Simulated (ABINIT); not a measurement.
# NaCl (Fm-3m): G0W0 in ABINIT against the plane-wave cutoff, part 2 of 2

Wanted: the cheapest plane-wave cutoff that holds the gap of NaCl (Fm-3m).

ABINIT 10.8.3; PBE and many-body steps on it, plane waves. Known limits of the many-body steps: not at the basis limit; coarse k mesh.

So far. Step 5 (Empty states on the mesh, 4×4×4 mesh, 88 bands): On this mesh the gap is 5.150 eV. Step 6 (Screening, 4×4×4 mesh, 80 bands, screening to 163.3 eV): Local fields lower ε∞ by 15 %. On a Γ-centred mesh this coarse the value itself is usually too large, while a short band sum pulls it down.

The database entry behind the starting cell differs from later determinations by our own check (an axis about 0.4 % short against later determinations), so it need not match the best structure at ambient conditions.

## 8. Screening, 4×4×4 mesh, 80 bands, screening to 163.3 eV

This step: RPA screening on PBE, plane waves, norm-conserving pseudopotentials.

run.abi

```
acell 3*1.0 Angstrom
rprim 
  0.000000000000 2.810000000000 2.810000000000
  2.810000000000 0.000000000000 2.810000000000
  2.810000000000 2.810000000000 0.000000000000
ntypat 2
znucl 11 17
natom 2
typat 1 2
xred 
  0.000000000000 0.000000000000 0.000000000000
  0.500000000000 0.500000000000 0.500000000000
pp_dirpath "pseudos"
pseudos "Na.upf, Cl.upf"
ecut 30
ngkpt 4 4 4
nshiftk 1
shiftk 0 0 0
kptopt 1
chksymbreak 0
istwfk *1
occopt 1
irdwfk 1
optdriver 3
nband 80
ecuteps 6
inclvkb 2
awtr 1
symchi 1
indata_prefix "in"
outdata_prefix "out"
tmpdata_prefix "tmp"
```

Run with:

```sh
$ OMP_NUM_THREADS=1 mpirun -n 4 abinit run.abi > log
```

Numbers of over 12 decimals in the logs are rounded to 6 here.

The program printed:

```text
.Version 10.8.3 of ABINIT. v10.8.2 released Aug 2026.

 Symmetries : space group Fm -3 m (#225); Bravais cF (face-center cubic)
[... echo of the input left out ...]
== DATASET  1 ==================================================================
-   mpi_nproc: 4, omp_nthreads: 1 (-1 if OMP is not activated)

--- !DatasetInfo
iteration_state: {dtset: 1, }
dimensions: {natom: 2, nkpt: 8, mband: 80, nsppol: 1, nspinor: 1, nspden: 1, mpw: 2397, }
cutoff_energies: {ecut:  30.0, pawecutdg:  -1.0, }
electrons: {nelect:   1.60000000E+01, charge:   0.00000000E+00, occopt:   1.00000000E+00, tsmear:   1.00000000E-02, }

 SCREENING: Calculation of the susceptibility and dielectric matrices

 Based on a program developped by R.W. Godby, V. Olevano, G. Onida, and L. Reining.
 Incorporated in ABINIT by V. Olevano, G.-M. Rignanese, and M. Torrent.
.Using double precision arithmetic ; gwpc =  8

[... cell and pseudopotentials left out ...]
--------------------------------------------------------------------------------

 ==== K-mesh for the wavefunctions ====
 Number of points in the irreducible wedge :     8
[... list of points left out ...]
 Together with 48 symmetry operations and time-reversal symmetry
 yields    64 points in the full Brillouin Zone.

 ==== Q-mesh for the screening function ====
 Number of points in the irreducible wedge :     8
[... list of points left out ...]
 Together with 48 symmetry operations and time-reversal symmetry
 yields    64 points in the full Brillouin Zone.

 setmesh: FFT mesh size selected  =    27x   27x   27
          total number of points  =        19683

 vcoul_init : cutoff-mode = AUXILIARY_FUNCTION
 q-points for optical limit:   1
     1)      0.000010    0.000020    0.000030

- screening: taking advantage of time-reversal symmetry
- Maximum band index for partially occupied states nbvw = 8
- Remaining bands to be divided among processors   nbcw = 72
- Number of bands treated by each node ~18

 Number of electrons calculated from density =   16.0000; Expected =   16.0000
 average of density, n =  0.053429
 r_s =    1.6471
 omega_plasma =   22.2968 [eV]

 calculating chi0 at frequencies [eV] :
  1    0.000000E+00    0.000000E+00
  2    0.000000E+00    2.229681E+01

--------------------------------------------------------------------------------
  q-point number  1        q = ( 0.000000, 0.000000, 0.000000) [r.l.u.]
--------------------------------------------------------------------------------
[... chi0 elements left out ...]
 For q-point:  0.000010 0.000020 0.000030
  dielectric constant =   2.3819
  dielectric constant without local fields =   2.7962

  Average fulfillment of the sum rule on Im[epsilon] for q-point    1 :     56.03  [%]
[... wings left out ...]
  q-point number  2        q = ( 0.250000, 0.000000, 0.000000) [r.l.u.]
--------------------------------------------------------------------------------
[... chi0 elements left out ...]
  Average fulfillment of the sum rule on Im[epsilon] for q-point    2 :     65.43  [%]

 [... 6 further q-points ...]
```

It took 13 s on 4 MPI ranks of Arm Neoverse V1, shared host; peak memory 0.59 GiB; 53 s of CPU time.

This step gave:

| Item | Value |
| --- | --- |
| ε∞ with local fields, on this mesh, along the program's q direction | 2.382 |
| the same without local fields | 2.796 |
| plasma frequency | 22.30 eV |
| plane waves in the screening matrix | 181 |

## 9. 30 Ha

The self-energy is evaluated for the states that the input lists, and the levels follow from it, in one-shot runs by the linearised quasiparticle equation.

This step: G0W0 on PBE, plane waves, norm-conserving pseudopotentials.

run.abi: that of step 8 with these lines changed.

```diff
@@ -23,8 +23,15 @@
 irdwfk 1
-optdriver 3
+optdriver 4
 nband 80
+gwcalctyp 0
+ecutsigx 30
+symsigma 1
+nkptgw 1
+kptgw 
+  0.0000000000 0.0000000000 0.0000000000
+bdgw 
+  6 12
 ecuteps 6
-inclvkb 2
-awtr 1
-symchi 1
+irdscr 1
+ppmodel 1
 indata_prefix "in"
```

The program printed:

```text
.Version 10.8.3 of ABINIT. v10.8.2 released Aug 2026.

 Symmetries : space group Fm -3 m (#225); Bravais cF (face-center cubic)
[... echo of the input left out ...]
== DATASET  1 ==================================================================
-   mpi_nproc: 4, omp_nthreads: 1 (-1 if OMP is not activated)

--- !DatasetInfo
iteration_state: {dtset: 1, }
dimensions: {natom: 2, nkpt: 8, mband: 80, nsppol: 1, nspinor: 1, nspden: 1, mpw: 2397, }
cutoff_energies: {ecut:  30.0, pawecutdg:  -1.0, }
electrons: {nelect:   1.60000000E+01, charge:   0.00000000E+00, occopt:   1.00000000E+00, tsmear:   1.00000000E-02, }

 SIGMA: Calculation of the GW corrections

 Based on a program developped by R.W. Godby, V. Olevano, G. Onida, and L. Reining.
 Incorporated in ABINIT by V. Olevano, G.-M. Rignanese, and M. Torrent.
.Using double precision arithmetic ; gwpc =  8

[... cell and pseudopotentials left out ...]
--------------------------------------------------------------------------------

 ==== K-mesh for the wavefunctions ====
 Number of points in the irreducible wedge :     8
[... list of points left out ...]
 Together with 48 symmetry operations and time-reversal symmetry
 yields    64 points in the full Brillouin Zone.

 ==== Q-mesh for screening function ====
 Number of points in the irreducible wedge :     8
[... list of points left out ...]
 Together with 48 symmetry operations and time-reversal symmetry
 yields    64 points in the full Brillouin Zone.

 vcoul_init : cutoff-mode = AUXILIARY_FUNCTION
 q-points for optical limit:   1
     1)      0.000010    0.000020    0.000030
 setmesh: FFT mesh size selected  =    40x   40x   40
          total number of points  =        64000

 Number of electrons calculated from density =   16.0000; Expected =   16.0000
[...]
number of q-points in BZ                           64
 number of frequencies for dSigma/dE                 9
 frequency step for dSigma/dE [eV]                0.25
 number of omega for Sigma on real axis              0
 max omega for Sigma on real axis  [eV]           0.00
 zcut for avoiding poles [eV]                     0.10

 EPSILON^-1 parameters (SCR file):
 dimension of the eps^-1 matrix on file            181
 dimension of the eps^-1 matrix used               181
 number of plane-waves for wavefunctions          2397
 number of bands                                    80
 number of q-points in IBZ                           8
 number of frequencies                               2
 number of real frequencies                          1
 number of imag frequencies                          1

 matrix elements of self-energy operator (all in [eV])

 Perturbative Calculation

--- !SelfEnergy_ee
iteration_state: {dtset: 1, }
kpoint     : [   0.000,    0.000,    0.000, ]
spin       : 1
KS_gap     :    5.141
QP_gap     :    7.983
Delta_QP_KS:    2.842
data: !SigmaeeData |
     Band     E0 <VxcDFT>   SigX SigC(E0)      Z dSigC/dE  Sig(E)    E-E0       E
        6  -0.538 -14.493 -18.925   2.041   0.812  -0.232 -16.434  -1.941  -2.479
        7  -0.538 -14.493 -18.925   2.041   0.812  -0.232 -16.434  -1.941  -2.479
        8  -0.538 -14.493 -18.925   2.041   0.812  -0.232 -16.434  -1.941  -2.479
        9   4.604  -8.181  -4.161  -2.978   0.865  -0.157  -7.280   0.900   5.504
       10  10.524  -8.377  -3.599  -3.176   0.860  -0.163  -6.999   1.378  11.902
       11  10.524  -8.377  -3.599  -3.176   0.860  -0.163  -6.999   1.378  11.902
       12  10.524  -8.377  -3.599  -3.176   0.860  -0.163  -6.999   1.378  11.902

== END DATASET(S) ==============================================================
================================================================================

 -outvars: echo values of variables after computation  --------
           etotal      0.0000000000E+00
            nband          80
             nkpt           8
          spgroup         225
 [... the other variables as echoed above ...]

 Calculation completed.
```

The job ended after 4.3 s (4 MPI ranks; peak memory 0.5 GiB; 17 s of CPU time).

This step gave:

```yaml
g0w0_gap_on_the_points_computed: 7.983 eV
starting_gap_on_the_mesh: 5.141 eV
k_of_the_valence_top: 0, 0, 0
k_of_the_conduction_bottom: 0, 0, 0
z_at_the_valence_top: 0.812
z_at_the_conduction_bottom: 0.865
least_direct_g0w0_gap_on_the_computed_points: 7.983 eV
```

The gap on the mesh goes from 5.14 eV to 7.98 eV, a correction of +2.84 eV.

## 10. Screening, 4×4×4 mesh, 80 bands, screening to 163.3 eV

This step: RPA screening on PBE, plane waves, norm-conserving pseudopotentials.

run.abi: that of step 9 with these lines changed.

```diff
@@ -14,3 +14,3 @@
 pseudos "Na.upf, Cl.upf"
-ecut 30
+ecut 38
 ngkpt 4 4 4
@@ -23,15 +23,8 @@
 irdwfk 1
-optdriver 4
+optdriver 3
 nband 80
-gwcalctyp 0
-ecutsigx 30
-symsigma 1
-nkptgw 1
-kptgw 
-  0.0000000000 0.0000000000 0.0000000000
-bdgw 
-  6 12
 ecuteps 6
-irdscr 1
-ppmodel 1
+inclvkb 2
+awtr 1
+symchi 1
 indata_prefix "in"
```

The program printed:

```text
.Version 10.8.3 of ABINIT. v10.8.2 released Aug 2026.

 Symmetries : space group Fm -3 m (#225); Bravais cF (face-center cubic)
[... echo of the input left out ...]
== DATASET  1 ==================================================================
-   mpi_nproc: 4, omp_nthreads: 1 (-1 if OMP is not activated)

--- !DatasetInfo
iteration_state: {dtset: 1, }
dimensions: {natom: 2, nkpt: 8, mband: 80, nsppol: 1, nspinor: 1, nspden: 1, mpw: 3383, }
cutoff_energies: {ecut:  38.0, pawecutdg:  -1.0, }
[...]
--------------------------------------------------------------------------------
[... chi0 elements left out ...]
 For q-point:  0.000010 0.000020 0.000030
  dielectric constant =   2.3807
  dielectric constant without local fields =   2.7950

  Average fulfillment of the sum rule on Im[epsilon] for q-point    1 :     56.01  [%]
[... wings left out ...]
  q-point number  2        q = ( 0.250000, 0.000000, 0.000000) [r.l.u.]
--------------------------------------------------------------------------------
[... chi0 elements left out ...]
  Average fulfillment of the sum rule on Im[epsilon] for q-point    2 :     65.39  [%]

 [... 6 further q-points ...]
```

Wall time 16 s (4 MPI ranks); peak memory 0.74 GiB; 64 s of CPU time.

This step gave:

* ε∞ with local fields, on this mesh, along the program's q direction: 2.381
* the same without local fields: 2.795
* plasma frequency: 22.30 eV
* plane waves in the screening matrix: 181

## 11. 38 Ha

This step: G0W0 on PBE, plane waves, norm-conserving pseudopotentials.

run.abi: that of step 10 with these lines changed.

```diff
@@ -23,8 +23,15 @@
 irdwfk 1
-optdriver 3
+optdriver 4
 nband 80
+gwcalctyp 0
+ecutsigx 38
+symsigma 1
+nkptgw 1
+kptgw 
+  0.0000000000 0.0000000000 0.0000000000
+bdgw 
+  6 12
 ecuteps 6
-inclvkb 2
-awtr 1
-symchi 1
+irdscr 1
+ppmodel 1
 indata_prefix "in"
```

The program printed:

```text
.Version 10.8.3 of ABINIT. v10.8.2 released Aug 2026.

 Symmetries : space group Fm -3 m (#225); Bravais cF (face-center cubic)
[... echo of the input left out ...]
== DATASET  1 ==================================================================
-   mpi_nproc: 4, omp_nthreads: 1 (-1 if OMP is not activated)

--- !DatasetInfo
iteration_state: {dtset: 1, }
dimensions: {natom: 2, nkpt: 8, mband: 80, nsppol: 1, nspinor: 1, nspden: 1, mpw: 3383, }
cutoff_energies: {ecut:  38.0, pawecutdg:  -1.0, }
[...]
10  10.523  -8.376  -3.599  -3.176   0.861  -0.162  -6.999   1.378  11.901
       11  10.523  -8.376  -3.599  -3.176   0.861  -0.162  -6.999   1.378  11.901
       12  10.523  -8.376  -3.599  -3.176   0.861  -0.162  -6.999   1.378  11.901

== END DATASET(S) ==============================================================
================================================================================

 -outvars: echo values of variables after computation  --------
           etotal      0.0000000000E+00
            nband          80
             nkpt           8
          spgroup         225
 [... the other variables as echoed above ...]

 Calculation completed.
```

It took 4.6 s on 4 MPI ranks; peak memory 0.58 GiB.

This step gave:

```
G0W0 gap on the points computed              : 7.989 eV
starting gap on the mesh                     : 5.150 eV
k of the valence top                         : 0, 0, 0
k of the conduction bottom                   : 0, 0, 0
least direct G0W0 gap on the computed points : 7.989 eV
```

Against the run before, the gap moves by +0.006 eV.

## 12. Screening, 4×4×4 mesh, 80 bands, screening to 163.3 eV

This step: RPA screening on PBE, plane waves, norm-conserving pseudopotentials.

run.abi: that of step 11 with these lines changed.

```diff
@@ -14,3 +14,3 @@
 pseudos "Na.upf, Cl.upf"
-ecut 38
+ecut 48
 ngkpt 4 4 4
@@ -23,15 +23,8 @@
 irdwfk 1
-optdriver 4
+optdriver 3
 nband 80
-gwcalctyp 0
-ecutsigx 38
-symsigma 1
-nkptgw 1
-kptgw 
-  0.0000000000 0.0000000000 0.0000000000
-bdgw 
-  6 12
 ecuteps 6
-irdscr 1
-ppmodel 1
+inclvkb 2
+awtr 1
+symchi 1
 indata_prefix "in"
```

The program printed:

```text
.Version 10.8.3 of ABINIT. v10.8.2 released Aug 2026.

 Symmetries : space group Fm -3 m (#225); Bravais cF (face-center cubic)
[... echo of the input left out ...]
== DATASET  1 ==================================================================
-   mpi_nproc: 4, omp_nthreads: 1 (-1 if OMP is not activated)

--- !DatasetInfo
iteration_state: {dtset: 1, }
dimensions: {natom: 2, nkpt: 8, mband: 80, nsppol: 1, nspinor: 1, nspden: 1, mpw: 4801, }
cutoff_energies: {ecut:  48.0, pawecutdg:  -1.0, }
[...]
--------------------------------------------------------------------------------
[... chi0 elements left out ...]
 For q-point:  0.000010 0.000020 0.000030
  dielectric constant =   2.3808
  dielectric constant without local fields =   2.7950

  Average fulfillment of the sum rule on Im[epsilon] for q-point    1 :     56.01  [%]
[... wings left out ...]
  q-point number  2        q = ( 0.250000, 0.000000, 0.000000) [r.l.u.]
--------------------------------------------------------------------------------
[... chi0 elements left out ...]
  Average fulfillment of the sum rule on Im[epsilon] for q-point    2 :     65.39  [%]

 [... 6 further q-points ...]
```

It took 16 s on 4 MPI ranks; peak memory 0.87 GiB; 63 s of CPU time.

Numbers from this step:

- ε∞ with local fields, on this mesh, along the program's q direction: 2.381
- the same without local fields: 2.795
- plasma frequency: 22.30 eV
- plane waves in the screening matrix: 181

## 13. 48 Ha

This step: G0W0 on PBE, plane waves, norm-conserving pseudopotentials.

run.abi: that of step 12 with these lines changed.

```diff
@@ -23,8 +23,15 @@
 irdwfk 1
-optdriver 3
+optdriver 4
 nband 80
+gwcalctyp 0
+ecutsigx 48
+symsigma 1
+nkptgw 1
+kptgw 
+  0.0000000000 0.0000000000 0.0000000000
+bdgw 
+  6 12
 ecuteps 6
-inclvkb 2
-awtr 1
-symchi 1
+irdscr 1
+ppmodel 1
 indata_prefix "in"
```

The program printed:

```text
.Version 10.8.3 of ABINIT. v10.8.2 released Aug 2026.

 Symmetries : space group Fm -3 m (#225); Bravais cF (face-center cubic)
[... echo of the input left out ...]
== DATASET  1 ==================================================================
-   mpi_nproc: 4, omp_nthreads: 1 (-1 if OMP is not activated)

--- !DatasetInfo
iteration_state: {dtset: 1, }
dimensions: {natom: 2, nkpt: 8, mband: 80, nsppol: 1, nspinor: 1, nspden: 1, mpw: 4801, }
cutoff_energies: {ecut:  48.0, pawecutdg:  -1.0, }
[...]
10  10.523  -8.376  -3.599  -3.176   0.861  -0.162  -6.999   1.378  11.901
       11  10.523  -8.376  -3.599  -3.176   0.861  -0.162  -6.999   1.378  11.901
       12  10.523  -8.376  -3.599  -3.176   0.861  -0.162  -6.999   1.378  11.901

== END DATASET(S) ==============================================================
================================================================================

 -outvars: echo values of variables after computation  --------
           etotal      0.0000000000E+00
            nband          80
             nkpt           8
          spgroup         225
 [... the other variables as echoed above ...]

 Calculation completed.
```

It took 4.8 s on 4 MPI ranks; peak memory 0.66 GiB.

Numbers from this step:

```yaml
g0w0_gap_on_the_points_computed: 7.989 eV
starting_gap_on_the_mesh: 5.150 eV
k_of_the_valence_top: 0, 0, 0
k_of_the_conduction_bottom: 0, 0, 0
least_direct_g0w0_gap_on_the_computed_points: 7.989 eV
```

Against the run before, the gap moves by +0.000 eV.

## 14. Side by side

Times are wall times on 4 MPI ranks of Arm Neoverse V1, shared host, good to a factor of about two. A run's time includes the screening step that it read.

```csv
run,mesh,bands,screening cutoff (eV),DFT gap (eV),gap on the mesh (eV),direct (eV),ε∞ used,time
23 Ha,4×4×4,80,163.3,5.076,7.928,7.928,2.39,14 s
30 Ha,4×4×4,80,163.3,5.141,7.983,7.983,2.38,17 s
38 Ha,4×4×4,80,163.3,5.150,7.989,7.989,2.38,21 s
48 Ha,4×4×4,80,163.3,5.150,7.989,7.989,2.38,21 s
```

## 15. Results

```
23 Ha        : 7.928 eV
30 Ha        : 7.983 eV
38 Ha        : 7.989 eV
48 Ha        : 7.989 eV
known limits : not at the basis limit; coarse k mesh
```

**Reading.** The setting moved: plane-wave cutoff. From 23 Ha to 48 Ha the gap moves by +0.06 eV. It holds to 0.03 eV from 30 Ha on. Bands and screening cutoff are coupled, so a series along one setting does not show full convergence. Bands and cutoff are finite, so the gap is not at the basis limit. The miss can reach some tenths of an eV and take either sign; the mesh is an error of its own. In the G0W0 runs levels were corrected at 1 k point alone, so a gap called «on the mesh» is the least over those, and an edge elsewhere would be missed. The 4×4×4 mesh is coarse for this cell, which bears on the long-range parts of exchange and screening.

[Paths, hosts, dates, memory and timing lines, banners, echoed tables and standing remarks are left out of the program output.]

[Logs are printed without paths, hosts, clocks, repeated set-up lines and the standing remarks that a program may print on its own settings, such as how far it seeks lower states.]

[Runs of the session that timed out or met a known fault of the program may be left out.]

[Hosts, paths, dates, database ids (printed as entryN), source tags and the programs' standing remarks are cut or masked in the printed files.]

[G0W0 gaps are taken among the corrected bands and points alone; a level outside them can change the order at an edge.]

[Where Ansatz stands beside ABINIT at settings called matched, ABINIT's density can come from a denser mesh and the files from another edition; pairs whose starting gaps differed by over 0.03 eV were left out, so agreement reads better than it is.]
